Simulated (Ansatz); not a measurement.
Reaction (hydrogen abstraction from the S–H bond): `N[SiH2]S` + `F[C](F)F`• → `N[SiH2][S]`• + `FC(F)F`

Program: Ansatz. Geometries: PBE0-D4/def2-TZVP. ΔE: electronic, gas phase. CCSD(T)/CBS is the MP2 limit (def2-TZVPP, def2-QZVPP) plus CCSD(T) − MP2 in def2-TZVPP, frozen cores. This one scheme is used for every species. DFT in def2-TZVPP. B3LYP here is the variant with VWN-RPA as its local correlation; programs differ in this. HSE06 is defined as in plane-wave codes. No spin–orbit coupling; open shells (•) take unrestricted orbitals. Each species was taken in one conformer, which may not be the lowest.

`N[SiH2]S`:

Z-matrix (Å, degrees):
```
Si
S 1 2.151
N 1 1.706 2 111.5
H 1 1.484 2 111.6 3 -117.8
H 1 1.485 2 105.8 3 122.4
H 2 1.343 1 94.3 3 -148.1
H 3 1.006 1 122.1 2 53.2
H 3 1.006 1 120.4 2 -98.6
```

`F[C](F)F`•:

Cartesian coordinates in Å:
```
F -0.250 0.722 -0.997
C -0.041 0.217 0.197
F 1.195 -0.204 0.329
F -0.903 -0.735 0.471
```

`N[SiH2][S]`•:

Cartesian coordinates in Å:
```
N 0.782 -0.607 0.415
Si -0.599 0.119 -0.319
S -0.275 2.210 -0.144
H 0.894 -0.546 1.416
H 1.674 -0.543 -0.050
H -1.811 -0.318 0.416
H -0.666 -0.315 -1.735
```

`FC(F)F`:

Cartesian coordinates in Å:
```
F 0.475 -1.222 -0.018
C 0.008 0.024 -0.054
F -1.288 -0.001 0.246
F 0.643 0.741 0.871
H 0.161 0.459 -1.045
```

| level | ΔE (kcal/mol) | difference from CCSD(T)/CBS |
| --- | --- | --- |
| PBE-D4 | -17.4 | 1.7 |
| revPBE-D4 | -17.3 | 1.8 |
| BLYP-D4 | -19.1 | 0.0 |
| r2SCAN-D4 | -16.5 | 2.6 |
| B97M-V | -19.5 | -0.4 |
| B3LYP-D4 | -18.8 | 0.3 |
| r2SCANh-D4 | -16.4 | 2.7 |
| r2SCAN0-D4 | -16.4 | 2.7 |
| HSE06-D4 | -17.1 | 2.0 |
| BHLYP-D4 | -19.6 | -0.5 |
| CAM-B3LYP-D4 | -18.4 | 0.7 |
| ωB97X-V | -17.9 | 1.2 |
| ωB97M-V | -18.7 | 0.4 |
| B2PLYP | -18.6 | 0.5 |
| PBE-QIDH | -17.6 | 1.5 |
| PBE | -17.5 | 1.6 |
| BLYP | -19.3 | -0.2 |
| r2SCAN | -16.6 | 2.5 |
| PBE0 | -17.2 | 1.9 |
| B3LYP | -19.0 | 0.1 |
| r2SCANh | -16.4 | 2.7 |
| r2SCAN0 | -16.4 | 2.7 |
| HSE06 | -17.3 | 1.8 |
| BHLYP | -19.8 | -0.7 |
| CAM-B3LYP | -18.5 | 0.6 |
| RPA@PBE/def2-TZVPP | -21.3 | -2.2 |
| HF/def2-SVP | -21.8 | -2.7 |
| MP2/def2-SVP | -19.1 | 0.0 |
| CCSD/def2-SVP | -20.6 | -1.5 |
| CCSD(T)/def2-SVP | -20.1 | -1.0 |
| HF/def2-TZVPP | -20.2 | -1.1 |
| MP2/def2-TZVPP | -18.1 | 1.0 |
| SCS-MP2/def2-TZVPP | -19.9 | -0.8 |
| CCSD/def2-TZVPP | -20.2 | -1.1 |
| CCSD(T)/def2-TZVPP | -19.7 | -0.6 |
| HF/def2-QZVPP | -20.1 | -1.0 |
| MP2/def2-QZVPP | -17.7 | 1.4 |
| SCS-MP2/def2-QZVPP | -19.6 | -0.5 |
| HF/CBS(def2) | -20.0 | -0.9 |
| CCSD/CBS(def2) | -19.7 | -0.6 |
| CCSD(T)/CBS | -19.1 | 0 |

Largest T1 diagnostic among the species: 0.017.

At CCSD(T), def2-SVP lies −1.0 kcal/mol from the extrapolated value and def2-TZVPP −0.6 kcal/mol. Leaving LDA and LC-ωPBE aside and taking each functional with its dispersion term where it has one, the values spread over 3.2 kcal/mol, from BHLYP-D4 to r2SCAN0-D4.

CCSD(T)/CBS has its own doubt, a few kJ/mol and more with outer-core shells, so smaller differences from it don't rank the levels.
